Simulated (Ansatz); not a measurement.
# Ag(111) with 4 layers of random Ag-Ir, 2x2: scattering by chemical disorder, part 2 of 2

How strongly does chemical disorder scatter in Ag(111) with 4 layers of random Ag-Ir, 2x2?

Ansatz 0.2.0; Ansatz plane-wave DFT, PBE, PAW files; ballistic transport by layer matching (Landauer), zero bias; PAW set soft_1.

So far. Step 3 (With 8 alloy layers): Over the solved energies the transmission per spin lies between 0.710 and 0.764, out of 3.27 channels of the lead on average (up to 3.33). The log calls the step of a lead's potential too much.

## (4) With 12 alloy layers

In 12 layers a share of 0.5 of the sites is given to Ir at random. A fresh draw is used; the growth of the resistance with length is what counts.

System of this step: Ag(111) with 12 layers of random Ag-Ir, 2x2. The cell holds 72 atoms: 48 Ag and 24 Ir. Cell: a = 5.779 Å, b = 5.779 Å, c = 42.465 Å, α = 90.0°, β = 90.0°, γ = 120.0°. It derives from Ag. Regions: lead, 24 atoms (24 Ag); scattering region, 48 atoms (24 Ir and 24 Ag). The structure is stacked along c, and the current runs across the ab planes.

Contents of input.yaml:

```yaml
crystal:
  lattice:
    - [5.7787594586, 0.0, 0.0]
    - [-2.8893797293, 5.0045524935, 0.0]
    - [0.0, 0.0, 42.4650360593]
  atoms:
    - { symbol: Ag, position: [0.0, 0.0, 0.0277777778] }
    - { symbol: Ag, position: [0.0, 0.5, 0.0277777778] }
    - { symbol: Ag, position: [0.5, 0.0, 0.0277777778] }
    - { symbol: Ag, position: [0.5, 0.5, 0.0277777778] }
    - { symbol: Ag, position: [0.1666666667, 0.3333333333, 0.0833333333] }
    - { symbol: Ag, position: [0.1666666667, 0.8333333333, 0.0833333333] }
    - { symbol: Ag, position: [0.6666666667, 0.3333333333, 0.0833333333] }
    - { symbol: Ag, position: [0.6666666667, 0.8333333333, 0.0833333333] }
    - { symbol: Ag, position: [0.3333333333, 0.1666666667, 0.1388888889] }
    - { symbol: Ag, position: [0.3333333333, 0.6666666667, 0.1388888889] }
    - { symbol: Ag, position: [0.8333333333, 0.1666666667, 0.1388888889] }
    - { symbol: Ag, position: [0.8333333333, 0.6666666667, 0.1388888889] }
    - { symbol: Ir, position: [0.0, 0.0, 0.1944444444] }
    - { symbol: Ag, position: [0.0, 0.5, 0.1944444444] }
    - { symbol: Ir, position: [0.5, 0.0, 0.1944444444] }
    - { symbol: Ir, position: [0.5, 0.5, 0.1944444444] }
    - { symbol: Ir, position: [0.1666666667, 0.3333333333, 0.25] }
    - { symbol: Ag, position: [0.1666666667, 0.8333333333, 0.25] }
    - { symbol: Ir, position: [0.6666666667, 0.3333333333, 0.25] }
    - { symbol: Ag, position: [0.6666666667, 0.8333333333, 0.25] }
    - { symbol: Ag, position: [0.3333333333, 0.1666666667, 0.3055555556] }
    - { symbol: Ag, position: [0.3333333333, 0.6666666667, 0.3055555556] }
    - { symbol: Ag, position: [0.8333333333, 0.1666666667, 0.3055555556] }
    - { symbol: Ag, position: [0.8333333333, 0.6666666667, 0.3055555556] }
    - { symbol: Ir, position: [0.0, 0.0, 0.3611111111] }
    - { symbol: Ir, position: [0.0, 0.5, 0.3611111111] }
    - { symbol: Ag, position: [0.5, 0.0, 0.3611111111] }
    - { symbol: Ag, position: [0.5, 0.5, 0.3611111111] }
    - { symbol: Ir, position: [0.1666666667, 0.3333333333, 0.4166666667] }
    - { symbol: Ir, position: [0.1666666667, 0.8333333333, 0.4166666667] }
    - { symbol: Ag, position: [0.6666666667, 0.3333333333, 0.4166666667] }
    - { symbol: Ag, position: [0.6666666667, 0.8333333333, 0.4166666667] }
    - { symbol: Ir, position: [0.3333333333, 0.1666666667, 0.4722222222] }
    - { symbol: Ir, position: [0.3333333333, 0.6666666667, 0.4722222222] }
    - { symbol: Ir, position: [0.8333333333, 0.1666666667, 0.4722222222] }
    - { symbol: Ir, position: [0.8333333333, 0.6666666667, 0.4722222222] }
    - { symbol: Ag, position: [0.0, 0.0, 0.5277777778] }
    - { symbol: Ir, position: [0.0, 0.5, 0.5277777778] }
    - { symbol: Ag, position: [0.5, 0.0, 0.5277777778] }
    - { symbol: Ir, position: [0.5, 0.5, 0.5277777778] }
    - { symbol: Ir, position: [0.1666666667, 0.3333333333, 0.5833333333] }
    - { symbol: Ir, position: [0.1666666667, 0.8333333333, 0.5833333333] }
    - { symbol: Ir, position: [0.6666666667, 0.3333333333, 0.5833333333] }
    - { symbol: Ag, position: [0.6666666667, 0.8333333333, 0.5833333333] }
    - { symbol: Ag, position: [0.3333333333, 0.1666666667, 0.6388888889] }
    - { symbol: Ag, position: [0.3333333333, 0.6666666667, 0.6388888889] }
    - { symbol: Ag, position: [0.8333333333, 0.1666666667, 0.6388888889] }
    - { symbol: Ir, position: [0.8333333333, 0.6666666667, 0.6388888889] }
    - { symbol: Ag, position: [0.0, 0.0, 0.6944444444] }
    - { symbol: Ag, position: [0.0, 0.5, 0.6944444444] }
    - { symbol: Ag, position: [0.5, 0.0, 0.6944444444] }
    - { symbol: Ag, position: [0.5, 0.5, 0.6944444444] }
    - { symbol: Ag, position: [0.1666666667, 0.3333333333, 0.75] }
    - { symbol: Ir, position: [0.1666666667, 0.8333333333, 0.75] }
    - { symbol: Ir, position: [0.6666666667, 0.3333333333, 0.75] }
    - { symbol: Ir, position: [0.6666666667, 0.8333333333, 0.75] }
    - { symbol: Ag, position: [0.3333333333, 0.1666666667, 0.8055555556] }
    - { symbol: Ag, position: [0.3333333333, 0.6666666667, 0.8055555556] }
    - { symbol: Ir, position: [0.8333333333, 0.1666666667, 0.8055555556] }
    - { symbol: Ir, position: [0.8333333333, 0.6666666667, 0.8055555556] }
    - { symbol: Ag, position: [0.0, 0.0, 0.8611111111] }
    - { symbol: Ag, position: [0.0, 0.5, 0.8611111111] }
    - { symbol: Ag, position: [0.5, 0.0, 0.8611111111] }
    - { symbol: Ag, position: [0.5, 0.5, 0.8611111111] }
    - { symbol: Ag, position: [0.1666666667, 0.3333333333, 0.9166666667] }
    - { symbol: Ag, position: [0.1666666667, 0.8333333333, 0.9166666667] }
    - { symbol: Ag, position: [0.6666666667, 0.3333333333, 0.9166666667] }
    - { symbol: Ag, position: [0.6666666667, 0.8333333333, 0.9166666667] }
    - { symbol: Ag, position: [0.3333333333, 0.1666666667, 0.9722222222] }
    - { symbol: Ag, position: [0.3333333333, 0.6666666667, 0.9722222222] }
    - { symbol: Ag, position: [0.8333333333, 0.1666666667, 0.9722222222] }
    - { symbol: Ag, position: [0.8333333333, 0.6666666667, 0.9722222222] }
kpoints:
  mp_grid: { grid: [4, 4, 1] }
hamiltonian:
  xc: pbe
  pseudopotentials: { kind: paw, azcp: { folder: soft_1 } }
scf:
  occupations: { method: fermi_dirac, width: 0.1 }
output:
  transmission: { leads: [[0, 4]], kmesh: [8, 8], e_range: [-0.05, 0.05], de: 0.05 }
  write_potential: true
  write_density: true
  volumetric_format: npy
```

On the command line:

```
> ansatz run input.yaml --threads 4 --pin off --max-ram 15360MiB --backend cpu --events-out ev --progress --plain --runs-dir out
```

Numbers of over 12 decimals in the logs are rounded to 6 here.

Output:

```text
[...]
Crystal: 72 atoms, lattice volume = 1228.093 Å³
Basis set: ecut = 420 eV, 24081 PW (Γ)
Bands: 792, of which v1, the nominal top of the filled ones, is band 660 counted from 1 (659 counted from 0)
Symmetry: 1 space group operations
[...]
k-points: 10 of 16 (time reversal used)
[...]
SCF iter   1: F=—  HF=-650825.972644 eV  |F-HF|=—  |Δ(HF+E_count)|=         —  Δρ=6.31e-2  dr2=8.46e2  ethr=3.10e-3  ⟨swp⟩=4.0  Hψ=23277  notcnv=0  defer=205
[...]
SCF iter  13: F=-650811.241705 eV  HF=-650811.241705 eV  |F-HF|=2.25e-8  |Δ(HF+E_count)|=   4.66e-9  Δρ=5.85e-7  dr2=2.47e-8  ethr=7.58e-12  ⟨swp⟩=8.1  Hψ=27924  notcnv=0
SCF 1 converged in 13 iterations: F = -650811.241705 eV  dr2 = 2.47e-8
[...]
transmission: 225 of 2244 steps passed
transmission: 450 of 2244 steps passed
[...]
transmission: 2244 of 2244 steps passed
SCF converged after 13 iterations
Free energy (F): -650811.241705 eV
[...]
Internal energy: -650809.049608 eV  (E = F + TS)
E sigma→0 (E₀):  -650810.145657 eV
Entropy (-TS):   -2.192096 eV (-30.446 meV/atom)
Fermi energy:    17.975311 eV
[...]
--- Band table (eV; the first three rows and the last of 10) ---
  k-point 0: bands = [... 656 lower, 18.2282, 18.2331, 18.2394, 18.2654, 18.2679, 18.2889, 18.3311, 18.3520, ... 128 higher]
  k-point 1: bands = [... 656 lower, 17.9314, 17.9704, 18.0104, 18.0243, 18.0589, 18.0810, 18.0966, 18.1156, ... 128 higher]
  k-point 2: bands = [... 656 lower, 17.6952, 17.7480, 17.7883, 17.8291, 17.8376, 17.8561, 17.9220, 18.0045, ... 128 higher]
  k-point 9: bands = [... 656 lower, 17.7108, 17.7214, 17.7579, 17.7780, 17.7881, 17.8587, 17.8996, 17.9352, ... 128 higher]
--- Transmission ---
  basis      : 253 plane waves across, 66 finite elements along
  points     : 34, standing for a mesh of 8 x 8
[...]
channels       : 3.234375e0 a spin
[...]
junction   : crystal 0 to crystal 0, 0.70 to 40.80 Å
    transmission   : 6.090468e-1 a spin
[...]
```

It took 18 min on 4 threads of Arm Neoverse V2, shared host; peak memory 7.9 GiB.

Numbers from this step:

| Property | Result |
| --- | --- |
| free energy | -650811.2417 eV |
| energy at zero smearing | -650810.1457 eV |
| Fermi energy | 17.98 eV |
| transmission per spin nearest the Fermi level | 0.6090 |
| step of the lead's potential | 47.3 meV |

Per spin. The transmission, zone mean by energy, zero at the Fermi level:

```
energy (eV)  transmission, zone mean
    -0.0500                    0.633
     0.0000                    0.609
     0.0500                    0.636
```

Over the solved energies the transmission per spin lies between 0.609 and 0.636, out of 3.27 channels of the lead on average (up to 3.33). The log calls the step of a lead's potential too much.

## (5) The fit

This step: Ansatz plane-wave DFT, PBE, PAW files; ballistic transport by layer matching (Landauer), zero bias; residual resistivity from the slope of the area resistance, atoms on the host's lattice; PAW set soft_1 (Ansatz 0.2.0).

Numbers from this step:

* resistivity: 151.1 µΩ cm
* intercept: 0.7288 fΩ m²
* scatter about the fit: 0.2626 fΩ m²

Resistance, by row:

```
run  length (Å)       T  channels N  RA (fΩ m²)
 n4       9.437   1.197       3.245       1.969
 n8       18.87  0.7327       3.266       3.952
n12       28.31  0.6259       3.266        4.82
```

Area resistance against length of the alloy:

```
length of the alloy (Å)  area resistance (fΩ m²)
                   9.44                     1.97
                  18.87                     3.95
                  28.31                     4.82
```

The area resistance goes from 2.0 to 4.8 fΩ m² between 9.4 and 28.3 Å, a slope of 151 µΩ cm.

By hand from the end points: (4.820 − 1.969) fΩ m² / (28.31 − 9.44) Å = 151 µΩ cm, since 1 fΩ m² per Å is 1000 µΩ cm.

## (6) Summary of results

| Quantity | Value |
| --- | --- |
| resistivity from the slope | 151 µΩ cm |
| area resistance over 9.44 Å | 1.97 fΩ m² |
| area resistance over 18.9 Å | 3.95 fΩ m² |
| area resistance over 28.3 Å | 4.82 fΩ m² |

In words: The slope gives 151 µΩ cm. The points scatter by 0.26 fΩ m² about the line, with one random draw a length in a 2x2 cell, so the slope is a rough value. Read with a model of isotropic scattering on a spherical Fermi surface and the lead's 0.87×10¹⁵ S/m², this slope means a mean free path near 5.7 Å (a rough figure, since the alloy's own channel count differs); over these lengths the model's slope is within 3 % of its bulk resistivity, though a free path of a few ångströms strains the picture. The atoms sit on the host's lattice, so scattering by size misfit is left out. Spin-orbit coupling is left out, which matters for Ir. A lead's potential steps by up to 47 meV from period to period, which the log calls too much, so longer leads could move the result.

[Logs are printed without paths, hosts, clocks, repeated set-up lines and the standing remarks that a program may print on its own settings, such as how far it seeks lower states.]

[Hosts, paths, dates, database ids (printed as entryN), source tags and the programs' standing remarks are cut or masked in the printed files.]
